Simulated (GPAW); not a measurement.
# ZnS (F-43m) in GPAW: settings compared

The runs below take ZnS through single point, with PBE, HSE06.

Everything below comes from runs of GPAW 26.7.0. Logs are shortened: lines on timing, memory, paths and dates and some standing lists are left out, and cuts for length are marked. The log counts tension as positive stress, the text compression.

**Experimental background.**

From “Electronic, vibrational, and thermodynamic properties of ZnS (zincblende and rocksalt structure)”, 2009, arxiv:0911.5022, for a bulk crystal of ZnS at 19 K: band gap 3.85 eV (direct).

The runs below are set against these values where they give the same quantity.

**1. The crystal as given**

Symmetry: F-43m, No. 216, cubic system. Conventional cell: a = 5.404 Å, b = 5.404 Å, c = 5.404 Å, α = 90.00°, β = 90.00°, γ = 90.00°. Around Zn (site symmetry -43m) lie 4 S at 2.34 Å. S (site symmetry -43m) has 4 Zn at 2.34 Å as nearest neighbours.

**2. Single point, PBE**

Contents of run.py:

```python
from ase import Atoms
from ase.dft.bandgap import bandgap
from ase.io import write
from ase.units import GPa
from gpaw import GPAW, PW

atoms = Atoms(['Zn', 'S'],
              cell=[[0.0, 2.702, 2.702],
                    [2.702, 0.0, 2.702],
                    [2.702, 2.702, 0.0]],
              scaled_positions=[[0.75, 0.75, 0.75],
                                [0.0, 0.0, 0.0]],
              pbc=True)

calc = GPAW(mode=PW(450),
            xc='PBE',
            kpts={'size': (7, 7, 7), 'gamma': True},
            occupations={'name': 'fermi-dirac', 'width': 0.05},
            nbands=18,
            maxiter=120,
            txt='gpaw.txt')
atoms.calc = calc
energy = atoms.get_potential_energy()
forces = atoms.get_forces()
stress = atoms.get_stress()
calc.write('gs.gpw')
write('result.traj', atoms)
print(f'Energy: {energy:.6f} eV')
print('Forces (eV/A):')
print(forces.round(4))
print('Stress (GPa):', (stress / GPa).round(3))
print('Fermi level:', round(calc.get_fermi_level(), 4), 'eV')
print(f'Gap: {bandgap(calc)[0]:.4f} eV, direct: {bandgap(calc, direct=True)[0]:.4f} eV')
```

Potentials or basis: GPAW PAW data sets (gpaw-data 1.2.1), pw.

Command:

```console
OMP_NUM_THREADS=1 python run.py
```

gpaw.txt:

```text
__  _  _
 | _ |_)|_||  |
 |__||  | ||/\| - 26.7.0

Input parameters:
  mode=PW(ecut=450.00000000000006),
  kpts=MonkhorstPack(size=(7, 7, 7), gamma=True),
  maxiter=120,
  nbands=18,
  occupations=Occupations(name='fermi-dirac', width=0.05),
  xc=XC(name='PBE')

Diagonalizing LCAO Hamiltonian
Converting LCAO to pw mode

                    Zn

       S

Atoms  # Å, Bohr magnetons
|   | symbol |        x |        y |        z |    initial magnetic moments |
|---|--------|----------|----------|----------|-----------------------------|
| 0 |     Zn | 4.053000 | 4.053000 | 4.053000 | ( 0.0000,  0.0000,  0.0000) |
| 1 |      S | 0.000000 | 0.000000 | 0.000000 | ( 0.0000,  0.0000,  0.0000) |

Unit cell  # Å
| periodic |        x |        y |        z |  lengths |    angles |
|----------|----------|----------|----------|----------|-----------|
|      yes | 0.000000 | 2.702000 | 2.702000 | 3.821205 | 60.000000 |
|      yes | 2.702000 | 0.000000 | 2.702000 | 3.821205 | 60.000000 |
|      yes | 2.702000 | 2.702000 | 0.000000 | 3.821205 | 60.000000 |

Number of symmetries: 24
Symmetry operations  # r_c * U_cc + t_c -> r_c
|    | kind |            matrix            |
|----|------|------------------------------|
|  0 |  E   |  1, 0, 0,  0, 1, 0,  0, 0, 1 |
|  1 |  σ   |  1, 0, 0,  0, 0, 1,  0, 1, 0 |
|  2 |  σ   |  1, 0,-1,  0, 1,-1,  0, 0,-1 |
|  3 |  C3  |  1, 0,-1,  0, 0,-1,  0, 1,-1 |
|  4 |  C3  |  1,-1, 0,  0,-1, 1,  0,-1, 0 |
|  5 |  σ   |  1,-1, 0,  0,-1, 0,  0,-1, 1 |
|  6 |  σ   |  0, 1, 0,  1, 0, 0,  0, 0, 1 |
|  7 |  C3  |  0, 1, 0,  0, 0, 1,  1, 0, 0 |
|  8 |  C2  |  0, 1,-1,  1, 0,-1,  0, 0,-1 |
|  9 |  S4  |  0, 1,-1,  0, 0,-1,  1, 0,-1 |
| 10 |  C3  |  0, 0, 1,  1, 0, 0,  0, 1, 0 |
| 11 |  σ   |  0, 0, 1,  0, 1, 0,  1, 0, 0 |
| 12 |  S4  |  0, 0,-1,  1, 0,-1,  0, 1,-1 |
| 13 |  C3  |  0, 0,-1,  0, 1,-1,  1, 0,-1 |
| 14 |  S4  |  0,-1, 1,  1,-1, 0,  0,-1, 0 |
| 15 |  C2  |  0,-1, 1,  0,-1, 0,  1,-1, 0 |
| 16 |  C3  |  0,-1, 0,  1,-1, 0,  0,-1, 1 |
| 17 |  S4  |  0,-1, 0,  0,-1, 1,  1,-1, 0 |
| 18 |  S4  | -1, 1, 0, -1, 0, 1, -1, 0, 0 |
| 19 |  C3  | -1, 1, 0, -1, 0, 0, -1, 0, 1 |
| 20 |  C3  | -1, 0, 1, -1, 1, 0, -1, 0, 0 |
| 21 |  S4  | -1, 0, 1, -1, 0, 0, -1, 1, 0 |
| 22 |  σ   | -1, 0, 0, -1, 1, 0, -1, 0, 1 |
| 23 |  C2  | -1, 0, 0, -1, 0, 1, -1, 1, 0 |

BZ-sampling:
  Number of BZ points: 343
  Number of IBZ points: 20

  Monkhorst-Pack size: [7, 7, 7]
  Monkhorst-Pack shift: [0, 0, 0]

K-points  # in reciprocal-cell coordinates
|     |                                coordinates |     weight |
|-----|--------------------------------------------|------------|
|   0 | (  0.00000000,   0.00000000,   0.00000000) | 0.00291545 |
|   1 | (  0.14285714,   0.14285714,   0.00000000) | 0.01749271 |
|   2 | (  0.14285714,   0.14285714,   0.14285714) | 0.02332362 |
|   3 | (  0.28571429,   0.14285714,   0.14285714) | 0.03498542 |
|   4 | (  0.28571429,   0.28571429,   0.00000000) | 0.01749271 |
|   5 | (  0.28571429,   0.28571429,   0.14285714) | 0.06997085 |
|   6 | (  0.28571429,   0.28571429,   0.28571429) | 0.02332362 |
|   7 | (  0.42857143,  -0.28571429,  -0.28571429) | 0.03498542 |
|   8 | (  0.42857143,   0.28571429,  -0.42857143) | 0.13994169 |
|   9 | (  0.42857143,   0.28571429,  -0.28571429) | 0.06997085 |
| ... |                                            |            |
|  19 | (  0.42857143,   0.42857143,   0.42857143) | 0.02332362 |

Plane wave coefficients: 881
Cutoff: 450.00000000000006 eV

Spin-components: 1 (collinear spins)
Bands:           18
Projectors:      11
Spin-degeneracy: 2
Datatype:        complex128

Parallelization:
  kpt:    1
  domain: 1
  band:   1

Density:
  Valence electrons: 18.0
  Components: 1
  Grid points: [20 20 20]
  Charge: 0.0  # |e|

Potential:
  Grid points: [20 20 20]

species:
  Zn:
    name:    Zinc
    Z:       30.0
    valence: 12
    core:    18
    charge:  0.0  # [|e|]
    compensation charges:
      type: gauss
      rc: 0.37  # [Å]
      lmax: 2
    cutoffs:
      filter: 2.14  # [Å]
      core: 2.28  # [Å]
    projectors
    | kind |    occ | energy [eV] | rcut [Å] |
    |------|--------|-------------|----------|
    |   4s |  2.000 |      -5.977 |    1.286 |
    |   4p |  0.000 |      -1.117 |    1.270 |
    |   3d | 10.000 |     -10.142 |    1.180 |
    |    s |        |      21.234 |    1.286 |
    |    p |        |      26.095 |    1.270 |
    |    d |        |      17.070 |    1.180 |

    Using partial waves for Zn as LCAO basis

  S:
    name:    Sulfur
    Z:       16.0
    valence: 6
    core:    10
    charge:  0.0  # [|e|]
    compensation charges:
      type: gauss
      rc: 0.24  # [Å]
      lmax: 2
    cutoffs:
      filter: 1.77  # [Å]
      core: 1.66  # [Å]
    projectors
    | kind |    occ | energy [eV] | rcut [Å] |
    |------|--------|-------------|----------|
    |   3s |  2.000 |     -17.254 |    0.974 |
    |   3p |  4.000 |      -7.008 |    0.979 |
    |    s |        |       9.957 |    0.974 |
    |    p |        |      20.203 |    0.979 |
    |    d |        |       0.000 |    0.900 |

    Using partial waves for S as LCAO basis

Reference energy: -59718.946550  # eV

eigensolver:
  PPCG
  Converge bands: occupied
  niter=2

density mixing:
  MSR1-Mixer
  Pratt-step length: 0.05
  Maximum mixing coefficient: 0.75
  Old densities: 10
  SVD Regularization: 0.005
  Good broyden scale: 1.0
  Trust region scale: 1.0
  Backstep threshold: 4.0
  History deletion threshold: 6.0
  Fourier metric: weight=20.0, sigma=0.015

occupation numbers:
  Fermi-Dirac:
    width: 0.0500  # eV

poisson solver:
  ecut: 3600.0000000000005  # eV

xc functional:
  name: PBE with 2 nearest neighbor stencil

convergence criteria:
- Maximum [total energy] change in last 3 cyles: 0.0005 eV / valence electron
- Maximum integral of absolute [dens]ity change: 0.0001 electrons / valence electron
- Maximum integral of absolute [eigenst]ate change: 4e-08 eV^2 / valence electron
maximum number of iterations: 120

SCF iterations
|iter     | |      energy | eigst |  dens |
|---------|-|-------------|-------|-------|
|iter:   1| |   -7.273557 | -0.19 |       |
|iter:   2| |   -7.186539 | -1.86 | -1.18 |
|iter:   3| |   -6.901288 | -1.52 | -1.23 |
|iter:   4| |   -6.901355 | -2.75 | -1.79 |
|iter:   5| |   -6.902714c| -3.86 | -2.23 |
|iter:   6| |   -6.902656c| -4.40 | -3.00 |
|iter:   7| |   -6.902677c| -5.36 | -3.52 |
|iter:   8| |   -6.902683c| -6.12 | -3.87 |
|iter:   9| |   -6.902683c| -8.32c| -4.91c|

Converged in 9 steps
Energy contributions relative to reference atoms: (reference = -59718.946550)

Energy contributions:
  Kinetic:          11.172088
  Coulomb:          -9.433386
  Zero:              0.017479
  External:          0.000000
  Xc:               -8.658864
  Entropy:          -0.000000
  Spinorbit:         0.000000
  ----------------------------
  Free energy:      -6.902683
  Extrapolated:     -6.902683

dipole moment: (-14.580736, -14.580736, -14.580736)  # |e|*Ang

Fermi level: 4.698
Eigenvalues  # (at kpt = [0.000, 0.000, 0.000])
| band index |      eig [eV] | occ [0-2] |
|------------|---------------|-----------|
|          0 |        -9.384 |     2.000 |
|          1 |        -2.560 |     2.000 |
|          2 |        -2.560 |     2.000 |
|          3 |        -2.560 |     2.000 |
|          4 |        -2.066 |     2.000 |
|          5 |        -2.066 |     2.000 |
|          6 |         3.753 |     2.000 |
|          7 |         3.753 |     2.000 |
|          8 |         3.753 |     2.000 |
|          9 |         5.858 |     0.000 |
|         10 |        10.123 |     0.000 |
|         11 |        10.123 |     0.000 |
|         12 |        10.123 |     0.000 |
|         13 |        15.370 |     0.000 |
|         14 |        15.370 |     0.000 |
|         15 |        15.641 |     0.000 |
|         16 |        18.295 |     0.000 |
|         17 |        18.295 |     0.000 |

Gap: 2.105 eV
Transition (v -> c):
  (s=0, k=0, n=8, [0.00, 0.00, 0.00]) -> (s=0, k=0, n=9, [0.00, 0.00, 0.00])
No difference between direct/indirect transitions

Forces  # eV/Ang
|       x |       y |        z |
|---------|---------|----------|
| 0.00000 | 0.00000 |  0.00000 |  # Zn   0
| 0.00000 | 0.00000 | -0.00000 |  # S    1

Stress tensor  # eV/Ang^3
|         x |         y |         z |
|-----------|-----------|-----------|
| -0.007514 |  0.000000 | -0.000000 |
|  0.000000 | -0.007514 |  0.000000 |
| -0.000000 |  0.000000 | -0.007514 |

# Writing to gs.gpw (mode='')
```

It took 20 s on 1 thread of Intel Xeon at 2.50GHz (Skylake/Cascade Lake), shared host; peak memory 0.13 GiB.

Results:

| Item | Value |
| --- | --- |
| Free energy | -6.9027 eV |
| Pressure | 1.2 GPa |
| Band gap on the k mesh | 2.11 eV, direct |

Levels at points of the mesh, in eV from the valence-band top:
```
           k point  band 7  band 8  band 9  band 10  band 11  band 12
(0.00, 0.00, 0.00)    0.00    0.00    0.00     2.11     6.37     6.37
```

Caveat: the cutoff is short for stress and forces, so pressures can be off by a GPa or more.

**3. Single point, HSE06**

Contents of run.py:

```python
from ase import Atoms
from ase.dft.bandgap import bandgap
from ase.io import write
from ase.parallel import parprint
from gpaw import GPAW, PW

atoms = Atoms(['Zn', 'S'],
              cell=[[0.0, 2.702, 2.702],
                    [2.702, 0.0, 2.702],
                    [2.702, 2.702, 0.0]],
              scaled_positions=[[0.75, 0.75, 0.75],
                                [0.0, 0.0, 0.0]],
              pbc=True)

calc = GPAW(mode=PW(450),
            xc='HSE06',
            kpts={'size': (6, 6, 6), 'gamma': True},
            occupations={'name': 'fermi-dirac', 'width': 0.05},
            nbands=14,
            convergence={'density': 1e-05, 'energy': 1e-05},
            maxiter=60,
            txt='gpaw.txt')
atoms.calc = calc
energy = atoms.get_potential_energy()
forces = atoms.get_forces()
calc.write('gs.gpw')
write('result.traj', atoms)
parprint(f'Energy: {energy:.6f} eV')
parprint('Forces (eV/A):')
parprint(forces.round(4))
parprint('Fermi level:', round(calc.get_fermi_level(), 4), 'eV')
parprint(f'Gap: {bandgap(calc)[0]:.4f} eV, direct: {bandgap(calc, direct=True)[0]:.4f} eV')
```

Potentials or basis: GPAW PAW data sets (gpaw-data 1.2.1), pw.

Command:

```console
OMP_NUM_THREADS=1 mpirun -n 8 gpaw python run.py
```

Wall time 16 min (8 MPI ranks of Arm Neoverse V1, shared host); peak memory 0.22 GiB.

The run converged. Its results:

```
Free energy            : -20.2509 eV
Band gap on the k mesh : 3.23 eV, direct
```

Levels at points of the mesh, in eV from the valence-band top:
```
           k point  band 7  band 8  band 9  band 10
(0.00, 0.00, 0.00)    0.00    0.00    0.00     3.23
(0.50, 0.50, 0.00)   -5.01   -2.35   -2.35     4.33
(0.50, 0.50, 0.50)   -5.62   -0.92   -0.92     4.48
```

Caveat: the PAW data sets were made with another functional, which shifts forces and pressure a little.

**4. Comparison with measurements**

Step 2. Against the measured gap of ZnS, 3.85 eV (direct; 19 K; quoted in “Electronic, vibrational, and thermodynamic properties of ZnS (zincblende and rocksalt structure)”, 2009, arxiv:0911.5022), the calculated 2.11 eV is off by -1.74 eV. The value is that of PBE, without temperature or zero-point motion. Semilocal functionals fall short of measured gaps as a rule.

Step 3. Against the measured gap of ZnS, 3.85 eV (direct; 19 K; quoted in “Electronic, vibrational, and thermodynamic properties of ZnS (zincblende and rocksalt structure)”, 2009, arxiv:0911.5022), the calculated 3.23 eV is off by -0.62 eV. The value is that of HSE06, without temperature or zero-point motion.
